Suppose a detector or light-emitting layer of GaP is to be modelled, and the cheap band structure at hand has too small a gap. A simple repair lifts all conduction bands by one constant until the lowest gap is right. That repair is safe only if the error is the same for every empty state. The table cannot give the true error, but it shows whether a change of functional moves different empty states alike: it follows two gaps through eight functionals with the atoms held in place.

GPAW 26.7.0, PAW DFT without spin polarisation or spin-orbit coupling, for zinc-blende GaP in one fixed cell. All runs use an 8 × 8 × 8 k mesh and Fermi-Dirac smearing of 0.05 eV; PBE uses a real-space grid of spacing 0.2 Å, the others plane waves. Gaps are Kohn-Sham values along a path of special points, for GLLB-SC without the derivative discontinuity.

```csv
functional,potentials,wave cutoff,gap on path (eV),direct gap on path (eV)
LDA,GPAW-PAW-data-sets-(gpaw-data-1.2.1),600 eV,1.464,1.687
PBE,GPAW-PAW-data-sets-(gpaw-data-1.2.1),n/a,1.621,1.898
PBEsol,PAW-data-sets-made-by gpaw-setup-for-the-functional,600 eV,1.486,1.813
revPBE,GPAW-PAW-data-sets-(gpaw-data-1.2.1),600 eV,1.682,1.986
RPBE,GPAW-PAW-data-sets-(gpaw-data-1.2.1),600 eV,1.711,2.019
BLYP,PAW-data-sets-made-by gpaw-setup-for-the-functional,600 eV,1.721,1.787
r2SCAN,GPAW-PAW-data-sets-(gpaw-data-1.2.1),600 eV,1.886,2.424
GLLB-SC,GPAW-PAW-data-sets-(gpaw-data-1.2.1),600 eV,1.793,2.227
```

**What the two gaps are**

GaP is an indirect semiconductor. Its highest occupied state lies at Γ, the centre of the Brillouin zone, while its lowest empty state normally lies in a valley near the zone edge X. The column "gap on path" is the distance between these two. The column "direct gap on path" keeps the same wave vector for both states; in the two rows whose levels are available, PBE and r2SCAN, it lies at Γ. A change of functional that merely lifted the conduction band would raise both columns by the same amount.

**From LDA to RPBE: the constant shift looks almost right**

Down to RPBE, each gradient-corrected functional has larger gaps than LDA. Going from LDA to RPBE, the indirect gap grows by 0.247 eV and the direct gap by 0.332 eV. A constant shift taken from the indirect gap would leave the RPBE direct gap 0.085 eV too low, a small error but already about a quarter of the actual rise. PBEsol gives a clearer warning: its direct gap rises by 0.126 eV, while its indirect gap hardly moves. It uses another kind of atomic data set than LDA, however, and the effect of that change is untested.

Among PBEsol, PBE, revPBE and RPBE, the gaps follow the strength with which exchange responds to density gradients. The density changes fastest near the nuclei, where s states have more weight than p states, so an s-like empty state may well react differently from a p-like one. But these functionals weigh the gradient against the density itself, so this argument from theory fixes neither the size nor the direction of the difference.

A different explanation is lattice size, since gradient-corrected functionals often prefer a larger cell than LDA. Here every row has the same cell, so no relaxation can have changed the gaps. The computed pressures, printed for six of the eight rows, show how strongly each functional wants to expand the cell or, for LDA, to shrink it. From LDA through PBEsol and revPBE to RPBE the indirect gap does rise with the pressure, but r2SCAN breaks the order: PBEsol and r2SCAN both give about 1.5 GPa, yet their indirect gaps differ by 0.400 eV. Lattice size would matter if each functional were allowed to relax the crystal, which is a separate question.

**BLYP: the same gap with a different band structure**

BLYP has practically the same indirect gap as RPBE, but its direct gap is $2.019-1.787=0.232$ eV smaller. A user who judged the two by the lowest gap alone would call them equivalent. The BLYP minimum also falls on a point of the regular k mesh, whereas in the other rows the mesh misses it by 0.04 to 0.05 eV. The minimum therefore lies elsewhere, at L or at X itself, which are both mesh points. A small change in energy is enough for that: in PBE the lowest empty level on the mesh, 6.621 eV, is already just below the level three quarters of the way to X, 6.623 eV, so a second mesh point lies within 0.05 eV of the minimum there. The levels at L and X were not printed, but L is the likelier place, because its state has a large s part and is expected to follow the state at Γ, which lies low in BLYP. The exchange part of BLYP responds to gradients about as strongly as that of PBE or revPBE, so the low direct gap is expected to come from its correlation part or from its specially generated data set; the table cannot separate the two.

**r2SCAN: the constant shift fails**

The r2SCAN row gives the clearest test. LDA has a direct gap of 1.687 eV, and the indirect gap grows by 0.422 eV from LDA to r2SCAN. A constant shift therefore predicts $1.687+0.422=2.109$ eV for the direct gap. The calculation gives 2.424 eV, so the shift misses 0.315 eV, or 43% of the actual rise of 0.737 eV.

Multiplying both gaps by a common factor does little better. The factor is $1.886/1.464=1.288$, and it still leaves the direct gap about 0.25 eV too low. Neither estimate has an adjustable constant, so neither can be rescued by a better fit. The empty state at Γ really does move more than the valley near X.

The levels at Γ show where the extra rise sits. Orbitals on Ga and P combine into a lower, bonding state and a higher, antibonding one. At Γ the symmetry of the crystal keeps s and p orbitals apart, so there is one such pair of s type and another of p type. The top of the valence band is the bonding p state, and the lowest empty state at Γ is the antibonding s state. The direct gap thus connects two different pairs and depends on how far each is split.

Let $\Delta_s$ and $\Delta_p$ be the splittings of the two pairs, and let $M$ be the height of the p midpoint above the s midpoint. The empty s state lies $\Delta_s/2$ above its midpoint, and the filled p state lies $\Delta_p/2$ below its own. Subtracting one energy from the other gives

$$E_\mathrm{direct}=\tfrac12\Delta_s+\tfrac12\Delta_p-M .$$

This is exact bookkeeping for the computed levels; reading them as simple s and p pairs is the approximation. Each splitting contains both the coupling between the Ga and P orbitals and the difference between their own energies, so a wider splitting need not mean a stronger bond.

For the step from PBE to r2SCAN, the three terms change the direct gap by $0.527+0.148-0.149=0.526$ eV. The last two terms cancel almost completely, but much of that is built in, because the empty p level enters both. The real finding is that the midpoint of the s pair hardly moves relative to the valence top, so the rise of the direct gap equals the contribution from the wider s splitting. Seen from the valence top, the empty s state moves up and the filled s state at the bottom of the valence band moves down by nearly equal amounts.

Is it the s character that counts, or simply the position at Γ? The antibonding p states provide a control, because they lie at Γ too. From PBE to r2SCAN they rise by 0.295 eV above the valence top, close to the 0.265 eV of the indirect gap and far less than the s state. Being at Γ is therefore not enough to produce the large shift. The rise also grows with energy: the p-like empty doublet three quarters of the way to X, about 9 eV above the valence top, moves up by 0.584 eV. What marks the s state is so large a rise at the bottom of the conduction band. The numbers favour orbital character as the explanation, although this comparison covers only one pair of functionals, and PBE was run on a real-space grid whose convergence was not tested. The standard data sets used for r2SCAN were also probably generated with another functional, which is expected to matter most for s states, since they reach closest to the nuclei.

Why r2SCAN widens the s splitting is less certain. This functional depends on the kinetic-energy density, which changes the effective kinetic energy of each state as well as its potential. Bonding and antibonding states differ in their curvature and nodes, so such a term can plausibly push them apart. The table does not isolate that term, and the two s levels need not move for one reason: the filled state is mostly P 3s, which r2SCAN is expected to place deeper below 3p already in the free atom, so the equal size of the two shifts may be partly chance. The r2SCAN levels are also generalised Kohn-Sham values, expected to contain a discontinuity contribution of the kind that the GLLB-SC row leaves out.

**GLLB-SC: uneven first, then an assumed constant shift**

GLLB-SC acts on the electrons through an ordinary local potential, without r2SCAN's kinetic-energy term. Even so, its direct gap exceeds that of PBE by 1.9 times as much as its indirect gap does; for r2SCAN the ratio is 2.0. In energy the unevenness is smaller: the distance between the two gaps grows by 0.157 eV from PBE to GLLB-SC and by 0.261 eV from PBE to r2SCAN. The special term in r2SCAN is thus not required for an uneven shift. Levels at Γ are not available for GLLB-SC, so whether its s splitting also widens remains open.

The printed GLLB-SC gap is not yet its prediction for adding and removing an electron. The same run gives a separate correction, the derivative discontinuity, of 0.741 eV. It is evaluated for the lowest empty state; adding the same amount to all the others is an assumption, not a result that supports a constant shift. It brings the indirect gap to 2.53 eV, against a roughly recalled measured value of 2.3 eV. The comparison is not a clean verdict on the functional, because the Ga 3d electrons are frozen and spin-orbit coupling and zero-point motion are missing.

**What to do with the cheap band structure**

A straight line relating the direct gap to the indirect gap was fitted to all rows except BLYP, whose conduction minimum lies at a different point. Its slope is $1.6\pm0.2$, and a row left out of the fit is typically missed by about 0.08 eV. The slope is only an average: the ratio of the two rises is 1.3 from LDA to RPBE but 2.0 from PBE to r2SCAN. The output below lists the misses of the constant shift and the common factor row by row, and the worst miss of the line.

For GaP, the direct and indirect gaps should therefore be corrected separately. A constant shift from LDA matched to the indirect gap underestimates the direct gap in every other row except BLYP, where it overestimates it. For a related zinc-blende semiconductor, the first thing to ask is how much s character the relevant low-lying empty state has. If the lowest empty state is the s-like one at Γ, the same reasoning makes the fundamental gap itself the sensitive quantity, though this table does not test that case.

Printed output of the fit:

```
Gaps against LDA and two models without free parameter (eV):
      row  direct minus indirect  mesh minus path gap  indirect rise  direct rise  rigid shift miss  common factor miss
      LDA                  0.223              0.04936              0            0                 0                   0
      PBE                  0.277              0.04748          0.157        0.211            -0.054            -0.03009
   PBEsol                  0.327              0.04145          0.022        0.126            -0.104             -0.1006
   revPBE                  0.304              0.05231          0.218        0.299            -0.081            -0.04779
     RPBE                  0.308              0.04903          0.247        0.332            -0.085            -0.04738
     BLYP                  0.066             0.000107          0.257          0.1             0.157              0.1961
   r2SCAN                  0.538              0.04838          0.422        0.737            -0.315             -0.2507
  GLLB-SC                  0.434              0.04564          0.329         0.54            -0.211             -0.1609
fit of direct_gap_on_path on 7 rows (off > 0.02): coefficient of gap_on_path 1.58 +/- 0.17, constant -0.6205 +/- 0.28; rms 0.0538, worst PBEsol -0.0854, leave-one-out rms 0.0816
  rows outside the fit (model, value, miss): BLYP 2.099, 1.787, 0.312
Direct rise over indirect rise from LDA to RPBE (ratio): 1.344
Direct rise over indirect rise from PBE to r2SCAN (ratio): 1.985
Direct rise over indirect rise from PBE to GLLB-SC (ratio): 1.913
Indirect gap rise from PBE to r2SCAN (eV): 0.265
Direct gap rise from PBE to r2SCAN (eV): 0.526
Pressure of PBEsol less that of r2SCAN (GPa): 0.08346
Indirect gap of r2SCAN less that of PBEsol (eV): 0.4
Direct gap of r2SCAN less that of PBEsol (eV): 0.611
Change of half the s splitting at Gamma from PBE to r2SCAN (eV): 0.5266
Change of half the p splitting at Gamma from PBE to r2SCAN (eV): 0.1477
Change of the distance of p and s midpoints from PBE to r2SCAN (eV): 0.1489
Rise of the conduction triplet at Gamma above the valence top from PBE to r2SCAN (eV): 0.2954
Rise of the level towards X above the valence top from PBE to r2SCAN (eV): 0.2647
GLLB-SC indirect gap with discontinuity (eV): 2.534
GLLB-SC direct gap with discontinuity (eV): 2.968
```
